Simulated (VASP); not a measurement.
# Zr (P6/mmm) in VASP: a series of runs

The runs below take Zr through single point, with PBE.

All numbers are computed with VASP 6.6.1; they aren't measurements. Logs are shortened: lines on timing, memory, paths and dates and some standing lists are left out, and cuts for length are marked.

## 1. Starting point

The structure is hexagonal, space group P6/mmm (No. 191). The conventional cell has a = 5.033 Å, b = 5.033 Å, c = 3.132 Å, α = 90.00°, β = 90.00°, γ = 120.00°. Zr (site symmetry -6m2) is surrounded by 11 Zr at 2.91 to 3.30 Å. Zr (site symmetry 6/mmm) is surrounded by 14 Zr at 3.13 to 3.30 Å.

The cell was built by a generator and needn't be a form met in nature.

## 2. Single point, PBE

INCAR reads:

```
PREC = Accurate
ENCUT = 520
EDIFF = 1E-6
ISMEAR = 0
SIGMA = 0.1
LREAL = False
LASPH = True
NELM = 60
ALGO = Normal
ISIF = 2
LWAVE = False
LCHARG = True
GGA = PE
LELF = True
LVHAR = True
NBANDS = 25
```

KPOINTS reads:

```
Automatic mesh
0
Gamma
  6 6 6
```

POSCAR reads:

```
Zr
1.0
    5.0328000000      0.0000000000      0.0000000000
   -2.5164000000      4.3585326500      0.0000000000
    0.0000000000      0.0000000000      3.1324000000
Zr
3
Direct
    0.6666666700      0.3333333300      0.5000000000
    0.3333333300      0.6666666700      0.5000000000
    0.0000000000      0.0000000000      0.0000000000
```

Potentials or basis: VASP PAW PBE potentials, release 64 (Zr_sv).

On the command line:

```bash
> cat potpaw_PBE.64/Zr_sv/POTCAR > POTCAR
> mpirun -np 1 vasp_std > vasp.out
```

OUTCAR:

```text
PREC = Accurate
   ENCUT = 520
   EDIFF = 1E-6
   ISMEAR = 0
   LREAL = False
   LASPH = True
   NELM = 60
   ISIF = 2
   GGA = PE

 ion  position               nearest neighbor table
   1  0.667  0.333  0.500-   2 2.91   2 2.91   2 2.91   3 3.30   3 3.30   3 3.30   3 3.30   3 3.30
                             3 3.30
   2  0.333  0.667  0.500-   1 2.91   1 2.91   1 2.91   3 3.30   3 3.30   3 3.30   3 3.30   3 3.30
                             3 3.30
   3  0.000  0.000  0.000-   1 3.30   2 3.30   1 3.30   2 3.30   2 3.30   2 3.30   1 3.30   1 3.30
                             1 3.30   1 3.30   2 3.30   2 3.30

  LATTYP: Found a hexagonal cell.
 ALAT       =     5.0328000000
 C/A-ratio  =     0.6223970752

  Lattice vectors:

 A1 = (   5.0328000000,   0.0000000000,   0.0000000000)
 A2 = (  -2.5164000000,   4.3585326500,   0.0000000000)
 A3 = (   0.0000000000,   0.0000000000,   3.1324000000)

Analysis of symmetry for initial positions (statically):
=====================================================================
 Subroutine PRICEL returns:
 Original cell was already a primitive cell.

 Routine SETGRP: Setting up the symmetry group for a
 hexagonal supercell.

 Subroutine GETGRP returns: Found 24 space group operations
 (whereof 24 operations were pure point group operations)
 out of a pool of 24 trial point group operations.

The static configuration has the point symmetry D_6h.

Analysis of symmetry for dynamics (positions and initial velocities):
=====================================================================
 Subroutine PRICEL returns:
 Original cell was already a primitive cell.

 Routine SETGRP: Setting up the symmetry group for a
 hexagonal supercell.

 Subroutine GETGRP returns: Found 24 space group operations
 (whereof 24 operations were pure point group operations)
 out of a pool of 24 trial point group operations.

The dynamic configuration has the point symmetry D_6h.

 Subroutine INISYM returns: Found 24 space group operations
 (whereof 24 operations are pure point group operations),
 and found     1 'primitive' translations

----------------------------------------------------------------------------------------

                                     Primitive cell
[... 83 lines left out ...]
 SYSTEM =  unknown system
   PREC   = accura    normal or accurate (medium, high low for compatibility)
   ISTART =      0    job   : 0-new  1-cont  2-samecut
   ICHARG =      2    charge: 1-file 2-atom 10-const
   ISPIN  =      1    spin polarized calculation?
   LNONCOLLINEAR =      F non collinear calculations
   LSORBIT =      F    spin-orbit coupling
   LASPH  =      T    aspherical Exc in radial PAW
   ENCUT  =  520.0 eV  38.22 Ry    6.18 a.u.   9.36  9.36  5.82*2*pi/ulx,y,z
   NELM   =     60;   NELMIN=  2; NELMDL= -5     # of ELM steps
   EDIFF  = 0.1E-05   stopping-criterion for ELM
   LREAL  =      F    real-space projection
   EDIFFG = 0.1E-04   stopping-criterion for IOM
   NSW    =      0    number of steps for IOM
   IBRION =     -1    ionic relax: 0-MD 1-quasi-New 2-CG
   NFREE  =      0    steps in history (QN), initial steepest desc. (CG)
   ISIF   =      2    stress and relaxation
   ISYM   =      2    0-nonsym 1-usesym 2-fastsym
   POTIM  = 0.5000    time-step for ionic-motion
   TEBEG  =    0.0;   TEEND  =   0.0 temperature during run
   PSTRESS=    0.0 pullay stress
   NELECT =      36.0000    total number of electrons
   NUPDOWN=      -1.0000    fix difference up-down
   EMIN   =  10.00;   EMAX   =-10.00  energy-range for DOS
   EFERMI =   0.00;   METHOD = LEGACY
   ISMEAR =     0;   SIGMA  =   0.10  broadening in eV -4-tet -1-fermi 0-gaus
   EFERMI_NEDOS =   21; number of points for ismear=-14 and -15
   IALGO  =     38    algorithm
   IMIX   =      4    mixing-type and parameters
     AMIX     =   0.40;   BMIX     =  1.00
     AMIX_MAG =   1.60;   BMIX_MAG =  1.00
  volume/ion in A,a.u.               =      22.90       154.56
  Fermi-wavevector in a.u.,A,eV,Ry     =   1.319775  2.494013 23.698714  1.741806
  Thomas-Fermi vector in A             =   2.449649
   LORBIT       =      0    0 simple, 1 ext, 2 COOP (PROOUT), +10 PAW based schemes
   GGA     = PE    functional components
   LHFCALC =     F    Hartree Fock is set to
   AEXX    =    0.0000 exact exchange contribution
   IVDW    =     0    specifies the selected vdW correction
   LEPSILON=     F    determine dielectric tensor
   LRPA    =     F    only Hartree local field effects (RPA)
 non-spin polarized calculation
 Gauss-broadening in eV      SIGMA  =   0.10
  energy-cutoff  :      520.00
  volume of cell :       68.71
 maximum number of plane-waves:      1872
 NGX is ok and might be reduce to    40
   NGX = 19   NGY = 19   NGZ = 11

 number of electron      36.0000000 magnetization

 Free energy of the ion-electron system (eV)
  ---------------------------------------------------
  ext. energy  EPLUGINS =         0.00000000
  ---------------------------------------------------
  free energy    TOTEN  =       -25.56413684 eV

  energy without entropy =      -25.54936983  energy(sigma->0) =      -25.55675334

 E-fermi :   9.0054     XC(G=0): -11.1558

 val. band max:        8.9946712290   @ k =   0.3333   0.1667   0.3333
 cond. band min:       9.0294366768   @ k =   0.5000   0.0000   0.1667
 fundamental gap:      0.0347654478
 Fermi energy:         9.0054225701

 k-point     1 :       0.0000    0.0000    0.0000
  band No.  band energies     occupation
      1     -39.8164      2.00000
      2     -39.5399      2.00000
      3     -39.3443      2.00000
      4     -17.9511      2.00000
      5     -17.9511      2.00000
      6     -17.9425      2.00000
[... 661 lines left out ...]
     24      13.0410      0.00000
     25      13.0938      0.00000

 [... further k-points ...]
[... 5 lines left out ...]
  --------------------------------------------------------------------------------------
  -------------------------------------------------------------------------------------
  Total        0.2055287      0.2055287      0.6743327      0.0000000      0.0000000     -0.0000000
  in kB        4.7924306      4.7924306     15.7238032      0.0000000      0.0000000     -0.0000000
  external PRESSURE =       8.4362215 kB  Pullay stress =       0.0000000 kB

 VOLUME and BASIS-vectors are now :
 -----------------------------------------------------------------------------
  energy-cutoff  :      520.00
  volume of cell :       68.71
      direct lattice vectors                 reciprocal lattice vectors
     5.032800000  0.000000000  0.000000000     0.198696551  0.114717507  0.000000000
    -2.516400000  4.358532650  0.000000000     0.000000000  0.229435014  0.000000000
     0.000000000  0.000000000  3.132400000     0.000000000  0.000000000  0.319244030

 POSITION                                       TOTAL-FORCE (eV/Angst)
 -----------------------------------------------------------------------------------
      2.51640      1.45284      1.56620        -0.000000      0.000000      0.000000
     -0.00000      2.90569      1.56620        -0.000000     -0.000000      0.000000
      0.00000      0.00000      0.00000         0.000000      0.000000      0.000000
 -----------------------------------------------------------------------------------
    total drift:                                0.000000     -0.000000      0.000000

  FREE ENERGIE OF THE ION-ELECTRON SYSTEM (eV)
  ---------------------------------------------------
  free  energy   TOTEN  =       -25.5641368442 eV

  energy  without entropy=      -25.5493698267  energy(sigma->0) =      -25.55675334
```

OSZICAR:

```text
N       E                     dE             d eps       ncg     rms          rms(c)
DAV:   1     0.352650810964E+03    0.35265E+03   -0.19787E+04  1400   0.145E+03
DAV:   2    -0.152999943217E+01   -0.35418E+03   -0.34715E+03  1618   0.418E+02
DAV:   3    -0.258184602608E+02   -0.24288E+02   -0.23862E+02  2684   0.783E+01
DAV:   4    -0.266569012680E+02   -0.83844E+00   -0.83632E+00  1830   0.156E+01
DAV:   5    -0.266842761623E+02   -0.27375E-01   -0.27366E-01  2115   0.225E+00    0.184E+01
DAV:   6    -0.257411996179E+02    0.94308E+00   -0.15482E+00  1528   0.882E+00    0.739E+00
DAV:   7    -0.255628079171E+02    0.17839E+00   -0.10234E+00  1846   0.609E+00    0.142E+00
DAV:   8    -0.255606678845E+02    0.21400E-02   -0.12402E-01  1971   0.219E+00    0.114E+00
DAV:   9    -0.255654243160E+02   -0.47564E-02   -0.46991E-02  1830   0.172E+00    0.243E-01
DAV:  10    -0.255641387490E+02    0.12856E-02   -0.66997E-03  1742   0.568E-01    0.363E-02
DAV:  11    -0.255641350267E+02    0.37222E-05   -0.25563E-04  1908   0.945E-02    0.168E-02
DAV:  12    -0.255641358047E+02   -0.77799E-06   -0.15395E-05  2016   0.326E-02    0.632E-03
DAV:  13    -0.255641376303E+02   -0.18256E-05   -0.20899E-06  1392   0.108E-02    0.235E-03
DAV:  14    -0.255641368442E+02    0.78615E-06   -0.35773E-07   851   0.542E-03
   1 F= -.25564137E+02 E0= -.25556753E+02  d E =-.147670E-01
```

It took 20 s on 1 thread of Intel Xeon 6975P-C (Granite Rapids), shared host; peak memory 0.19 GiB.

Results:

- Free energy: -25.5641 eV
- Pressure: 0.8 GPa
- Band gap on the k mesh: none (metal or under the smearing width)

Levels at points of the mesh, in eV from the Fermi level:
```tsv
k point	band 14	band 15	band 16	band 17	band 18	band 19	band 20	band 21	band 22	band 23
(0.00, 0.00, 0.00)	-2.34	-0.47	-0.47	-0.42	-0.42	-0.15	0.85	1.66	1.66	2.31
(0.50, 0.00, 0.00)	-3.09	-2.88	-0.58	-0.56	-0.45	0.04	0.71	1.20	1.63	2.46
(0.00, 0.00, 0.50)	-2.46	-2.09	-1.85	-1.85	-1.32	1.23	1.23	1.70	1.70	4.29
(0.50, 0.00, 0.50)	-2.30	-1.90	-1.45	-0.74	-0.44	0.34	0.98	1.24	1.46	2.92
```

## 3. Single point, PBE

This run uses another cell than the first one, of 23.11 Å³/atom, 1.009 times its volume.

INCAR reads:

```
SYSTEM = Zr
PREC = Accurate
ENCUT = 520
EDIFF = 1E-6
ISMEAR = 0
SIGMA = 0.1
LREAL = .FALSE.
LASPH = .TRUE.
NELM = 100
ALGO = Fast
ISIF = 2
LWAVE = .FALSE.
LCHARG = .FALSE.
GGA = PE
NBANDS = 25
```

KPOINTS reads:

```
regular mesh
0
G
  12 12 14
  0 0 0
```

POSCAR reads:

```
Zr
1.0
    5.0423649889      0.0000000000      0.0000000000
   -2.5211824945      4.3668161755      0.0000000000
    0.0000000000      0.0000000000      3.1491838129
Zr
3
Direct
    0.6666666667      0.3333333333      0.5000000000
    0.3333333333      0.6666666667      0.5000000000
    0.0000000000      0.0000000000      0.0000000000
```

Potentials or basis: VASP PAW PBE potentials, release 64 (Zr_sv).

On the command line:

```bash
> cat potpaw_PBE.64/Zr_sv/POTCAR > POTCAR
> mpirun -np 1 vasp_std > vasp.out
```

Wall time 5 min (1 thread of Intel Xeon Platinum 8375C at 2.90GHz (Ice Lake), shared host); peak memory 0.32 GiB.

Results (log left out):

| Quantity | Value |
| --- | --- |
| Free energy | -25.5673 eV |
| Pressure | 0.0 GPa |
| Band gap on the k mesh | none (metal or under the smearing width) |

Levels at points of the mesh, in eV from the Fermi level:
```csv
k point,band 16,band 17,band 18,band 19,band 20,band 21
"(0.00, 0.00, 0.00)",-0.51,-0.46,-0.46,-0.18,0.83,1.62
"(0.50, 0.00, 0.00)",-0.61,-0.58,-0.48,0.01,0.68,1.12
"(0.00, 0.00, 0.50)",-1.87,-1.87,-1.39,1.19,1.19,1.64
"(0.50, 0.00, 0.50)",-1.46,-0.78,-0.49,0.31,0.92,1.15
```
